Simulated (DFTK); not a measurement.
# MoS2 (P1) in DFTK: single point with PBE

Aim: the single point of MoS2 with PBE.

Program: DFTK 0.8.2. These are calculated values, not measurements. Logs are shortened: lines on timing, memory, paths and dates and some standing lists are left out, and cuts for length are marked.

### Step 1. The cell of the first run

The typed cell holds 3 atoms: a = 6.415 Å, b = 6.415 Å, c = 6.415 Å, α = 28.52°, β = 28.52°, γ = 28.52°.

### Step 2. Single point, PBE (atoms moved at random, drawn with an rms of 0.05 Å)

Contents of run.jl:

```julia
using DFTK
using PseudoPotentialData
using Unitful, UnitfulAtomic
using LinearAlgebra, Printf
include("save.jl")
disable_threading()

# lattice vectors are the columns
lattice = austrip(1u"Å") * [          1.58          -1.58            0.0;
             0.9122134253   0.9122134253  -1.8244268506;
                     6.15           6.15           6.15]
symbols   = [:Mo, :S, :S]
positions = [[0.001086, -0.005346, 0.002286],
             [0.393819, 0.431755, 0.433589],
             [0.241998, 0.243943, 0.260312]]
pseudopotentials = PseudoFamily("dojo.nc.sr.pbe.v0_4_1.standard.upf")
elements = Dict(s => ElementPsp(s, pseudopotentials) for s in unique(symbols))
atoms    = [elements[s] for s in symbols]

build_model(lattice, positions; symmetries=true) =
    model_DFT(lattice, atoms, positions;
              functionals=PBE(),
              temperature=austrip(0.05u"eV"),
              smearing=Smearing.FermiDirac(),
              symmetries)
Ecut  = 40.0  # hartree
kgrid = [4, 4, 4]
tol   = 1e-6
to_GPa = ustrip(uconvert(u"GPa", 1u"hartree/bohr^3"))

model = build_model(lattice, positions)
basis = PlaneWaveBasis(model; Ecut, kgrid)
display(basis)
scfres = self_consistent_field(basis;
                               tol,
                               nbandsalg=AdaptiveBands(model; n_bands_converge=18))
display(scfres.energies)
@printf "Fermi level: %.6f eV\n" ustrip(auconvert(u"eV", something(scfres.εF, NaN)))
forces = compute_forces_cart(scfres)
println("Forces (eV/Å)")
for (s, f) in zip(symbols, forces)
    @printf "%-3s %12.6f %12.6f %12.6f\n" s ustrip.(auconvert.(u"eV/Å", f))...
end
stress = compute_stresses_cart(scfres)
println("Stress (GPa)")
display(round.(stress * to_GPa; digits=4))
println("Levels at the first k-point (eV): ", round.(ustrip.(auconvert.(u"eV", scfres.eigenvalues[1][1:scfres.n_bands_converge])); digits=4))
save_scf!(scfres; forces, stress)
```

Potentials or basis: dojo.nc.sr.pbe.v0_4_1.standard.upf (PBE).

On the command line:

```sh
julia --threads=1 run.jl  # save.jl only writes the numbers to a file and isn't shown; printed stress counts tension as positive; times include loading and compiling
```

The program printed:

```text
PlaneWaveBasis discretization:

    Ecut                 : 40.0 Ha
    fft_size             : (72, 72, 72), 373248 total points
    kgrid                : MonkhorstPack([4, 4, 4])
    num.   red. kpoints  : 64
    num. irred. kpoints  : 64

    Discretized Model(gga_x_pbe+gga_c_pbe, 3D):
        lattice (in Bohr)    : [2.98577   , -2.98577  , 0         ]
                               [1.72383   , 1.72383   , -3.44767  ]
                               [11.6218   , 11.6218   , 11.6218   ]
        unit cell volume     : 358.9 Bohr³

        atoms                : MoS₂
        pseudopot. family    : PseudoFamily("dojo.nc.sr.pbe.v0_4_1.standard.upf")

        num. electrons       : 26
        spin polarization    : none
        temperature          : 0.0018375 Ha
        smearing             : DFTK.Smearing.FermiDirac()

        terms                : Kinetic()
                               AtomicLocal()
                               AtomicNonlocal()
                               Ewald(nothing)
                               PspCorrection()
                               Hartree()
                               Xc(gga_x_pbe, gga_c_pbe)
                               Entropy()
n     Energy            log10(ΔE)   log10(Δρ)   Diag   Δtime
---   ---------------   ---------   ---------   ----   ------
  1   -92.23100854008                   -0.55    6.7    64.3s
  2   -92.43288634370       -0.69       -1.02    2.1    32.5s
  3   -92.44742207360       -1.84       -1.42    3.6    38.6s
  4   -92.44830823625       -3.05       -2.05    1.6    28.0s
  5   -92.44838597025       -4.11       -2.53    2.6    31.5s
  6   -92.44839343790       -5.13       -3.40    2.1    32.4s
  7   -92.44839377215       -6.48       -3.79    3.6    38.8s
  8   -92.44839377870       -8.18       -4.32    1.9    29.1s
  9   -92.44839378176       -8.51       -4.95    3.1    34.3s
 10   -92.44839378193       -9.79       -5.31    2.4    33.8s
 11   -92.44839378195      -10.56       -5.97    2.0    29.5s
 12   -92.44839378196      -11.83       -6.35    3.3    37.4s
Energy breakdown (in Ha):
    Kinetic             30.0036058
    AtomicLocal         -85.9960761
    AtomicNonlocal      11.6184523
    Ewald               -60.4478179
    PspCorrection       2.4625843
    Hartree             26.5987230
    Xc                  -16.6878651
    Entropy             -0.0000000

    total               -92.448393781956
Fermi level: 9.072129 eV
Forces (eV/Å)
Mo     -0.792856    -0.520660     0.763698
S       0.621249     0.258334    -0.612170
S       0.171533     0.262282    -0.151550
Stress (GPa)
3×3 StaticArraysCore.SMatrix{3, 3, Float64, 9} with indices SOneTo(3)×SOneTo(3):
 -1.6379   0.6688  -2.076
  0.6688  -2.5789  -0.0142
 -2.076   -0.0142  -0.8373
Levels at the first k-point (eV): [-52.9681, -27.1197, -26.8933, -26.8787, -6.4289, -4.7849, 1.6573, 5.2931, 5.3987, 6.2325, 6.6547, 7.1956, 7.4852, 10.3341, 10.7753, 10.9243, 11.0761, 14.1798]
```

Run time: 11 min. Hardware: 1 thread of Intel Xeon Platinum 8488C (Sapphire Rapids), shared host; peak memory 3.2 GiB.

Results:

```yaml
Free_energy: -2515.6490 eV
Pressure: 1.7 GPa
Largest_force: 1.218 eV/Å
Band_gap_on_the_k_mesh: 1.19 eV, indirect (least direct gap 1.91 eV)
```

Forces in eV/Å, atoms in the order of the input:
```
Mo  -0.793 -0.521  0.764
S    0.621  0.258 -0.612
S    0.172  0.262 -0.152
```

Levels at points of the mesh, in eV from the valence-band top:
```tsv
k point	band 11	band 12	band 13	band 14	band 15	band 16
(0.00, 0.00, 0.00)	-1.88	-1.34	-1.05	1.80	2.24	2.39
(-0.50, 0.00, 0.00)	-2.20	-1.49	-1.35	1.74	2.07	3.36
(0.00, -0.50, 0.00)	-2.43	-1.62	-1.26	1.68	2.08	3.20
(-0.50, -0.50, 0.00)	-2.99	-1.71	-1.21	1.64	2.19	3.06
(0.00, 0.00, -0.50)	-2.40	-1.62	-1.28	1.68	2.08	3.22
(-0.50, 0.00, -0.50)	-2.96	-1.71	-1.20	1.64	2.19	3.07
(0.00, -0.50, -0.50)	-2.90	-1.71	-1.13	1.69	2.18	2.86
(-0.50, -0.50, -0.50)	-2.27	-1.83	0.00	1.91	2.16	2.38
```

Caveat: the k mesh is coarse (spacing up to 0.58 Å⁻¹), so the values aren't converged. A k mesh can miss the band edges.
